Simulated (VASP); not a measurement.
# A VASP 6.6.1 single-point calculation on SrTe

INCAR

```
NBANDS = 48
LCHARG = .FALSE.
NSW = 0
SIGMA = 0.02
IBRION = -1
LASPH = .TRUE.
PREC = Accurate
ISIF = 2
ISMEAR = -1
LWAVE = .FALSE.
EDIFF = 1E-7
ENCUT = 520
NELM = 58
LREAL = .FALSE.
GGA = PE
```

KPOINTS

```
KPOINTS created by Atomic Simulation Environment
0
Monkhorst-Pack
6 6 6
0 0 0
```

POSCAR

```
Sr Te
 1.0000000000000000
     0.0000000000000000    3.3527582051999998    3.3202364505999999
     3.3527582051999998    0.0000000000000000    3.3202364505999999
     3.3527582051999998    3.3527582051999998    0.0000000000000000
 Sr  Te
   1   1
Cartesian
  0.0000000000000000  0.0000000000000000  0.0000000000000000
  3.3527582052000007  3.3527582052000007  3.3202364506000008
```

The recommended PBE PAW datasets give the neutral cell 16 valence electrons.

Command

```
mpirun -np 1 vasp_std
```

OSZICAR

```
N       E                     dE             d eps       ncg     rms          rms(c)
DAV:   1     0.745935588561E+02    0.74594E+02   -0.53362E+03  6048   0.290E+02
DAV:   2    -0.535952026390E+01   -0.79953E+02   -0.75413E+02  7352   0.895E+01
DAV:   3    -0.829386219060E+01   -0.29343E+01   -0.28914E+01  7864   0.134E+01
DAV:   4    -0.835661240128E+01   -0.62750E-01   -0.62676E-01  7464   0.157E+00
DAV:   5    -0.835740568704E+01   -0.79329E-03   -0.79327E-03  7376   0.175E-01    0.148E+01
DAV:   6    -0.826072075015E+01    0.96685E-01   -0.25280E-02  7544   0.652E-01    0.908E+00
DAV:   7    -0.826610090379E+01   -0.53802E-02   -0.60923E-02  8120   0.802E-01    0.693E-01
DAV:   8    -0.826470404529E+01    0.13969E-02   -0.49434E-03  6808   0.184E-01    0.319E-01
DAV:   9    -0.826493870200E+01   -0.23466E-03   -0.26905E-04  7560   0.342E-02    0.210E-01
DAV:  10    -0.826517968782E+01   -0.24099E-03   -0.91681E-05  6920   0.252E-02    0.582E-02
DAV:  11    -0.826521131036E+01   -0.31623E-04   -0.17419E-05  7672   0.973E-03    0.162E-02
DAV:  12    -0.826521543475E+01   -0.41244E-05   -0.27038E-06  7016   0.455E-03    0.680E-03
DAV:  13    -0.826521559125E+01   -0.15649E-06   -0.24417E-07  7616   0.121E-03    0.506E-03
DAV:  14    -0.826521533006E+01    0.26119E-06   -0.78376E-08  7016   0.649E-04    0.140E-03
DAV:  15    -0.826521537277E+01   -0.42718E-07   -0.34111E-09  4400   0.174E-04
   1 F= -.82652154E+01 E0= -.82652154E+01  d E =-.315358E-12
```

From OUTCAR

```
k-points           NKPTS =     63   k-points in BZ     NKDIM =     63   number of bands    NBANDS=     48

   NELECT =      16.0000    total number of electrons

   dimension x,y,z NGX =    36 NGY =   36 NGZ =   36
   dimension x,y,z NGXF=    72 NGYF=   72 NGZF=   72

  energy-cutoff  :      520.00
  volume of cell :       74.65
      direct lattice vectors                 reciprocal lattice vectors
     0.000000000  3.352758205  3.320236451    -0.149130945  0.149130945  0.150591684
     3.352758205  0.000000000  3.320236451     0.149130945 -0.149130945  0.150591684
     3.352758205  3.352758205  0.000000000     0.149130945  0.149130945 -0.150591684

 k-points in reciprocal lattice and weights: KPOINTS created by Atomic Simulation Env
   0.08333333  0.08333333  0.08333333       0.009
   0.25000000  0.08333333  0.08333333       0.019
   0.41666667  0.08333333  0.08333333       0.019
  -0.41666667  0.08333333  0.08333333       0.019
  -0.25000000  0.08333333  0.08333333       0.019
  -0.08333333  0.08333333  0.08333333       0.019
   0.25000000  0.25000000  0.08333333       0.009
   0.41666667  0.25000000  0.08333333       0.019
   ...

 E-fermi :   3.1691

 k-point     1 :       0.0833    0.0833    0.0833
  band No.  band energies     occupation
      1     -31.9281      2.00000
      2     -13.9263      2.00000
      3     -13.9188      2.00000
      4     -13.9177      2.00000
      5      -7.1315      2.00000
      6       2.4401      2.00000
      7       2.6689      2.00000
      8       2.6756      2.00000
      9       5.8306      0.00000
     10       6.1352      0.00000
     11       6.1592      0.00000
     12       6.2123      0.00000
     13       6.8582      0.00000
     14       6.9063      0.00000
     15      10.5140      0.00000
     16      13.5622      0.00000
     17      13.9981      0.00000
     18      14.0759      0.00000
     19      15.0811      0.00000
     20      15.0922      0.00000
     21      15.6212      0.00000
     22      17.8107      0.00000
     23      17.9533      0.00000
     24      19.7661      0.00000
     25      21.2132      0.00000
     26      21.3048      0.00000
     27      21.8090      0.00000
     28      22.8834      0.00000
     29      23.1827      0.00000
     30      23.2957      0.00000
     31      24.6251      0.00000
     32      24.6606      0.00000
     33      25.7759      0.00000
     34      25.9244      0.00000
     35      25.9411      0.00000
     36      28.6201      0.00000
     37      28.6249      0.00000
     38      29.3241      0.00000
     39      29.7350      0.00000
     40      29.7774      0.00000
     41      30.4577      0.00000
     42      30.4877      0.00000
     43      31.2088      0.00000
     44      32.4586      0.00000
     45      33.2137      0.00000
     46      33.2281      0.00000
     47      33.6831      0.00000
     48      33.7133      0.00000

 ...

  Total        0.1826209      0.1826209      0.5066990      0.0000000      0.0000000     -0.0000000
  in kB        3.9197432      3.9197432     10.8756984      0.0000000      0.0000000     -0.0000000
  external PRESSURE =       6.2383949 kB  Pullay stress =       0.0000000 kB

 POSITION                                       TOTAL-FORCE (eV/Angst)
 -----------------------------------------------------------------------------------
      0.00000      0.00000      0.00000         0.000000     -0.000000      0.000000
      3.35276      3.35276      3.32024         0.000000      0.000000      0.000000
 -----------------------------------------------------------------------------------
    total drift:                                0.000000      0.000000      0.000000

  FREE ENERGIE OF THE ION-ELECTRON SYSTEM (eV)
  ---------------------------------------------------
  free  energy   TOTEN  =        -8.2652153728 eV

  energy  without entropy=       -8.2652153728  energy(sigma->0) =       -8.26521537
```

It converged. Results: gap between bands v and c on the k mesh 2.01 eV; least direct gap on the k mesh 2.66 eV; pressure 0.6 GPa. Band v is the last that the valence electrons fill when counted band by band, and c is the next.

The shifted mesh misses Γ, so a band edge there is missed.

For comparison, a separate PBE run of the intended cell, on usual settings and not on those above, gives a gap of 1.71 eV on its mesh and a pressure of 0.6 GPa.

The run above took about 3.4 min on one core of a shared host (Intel Xeon Platinum 8488C) and held 0.3 GiB at most.
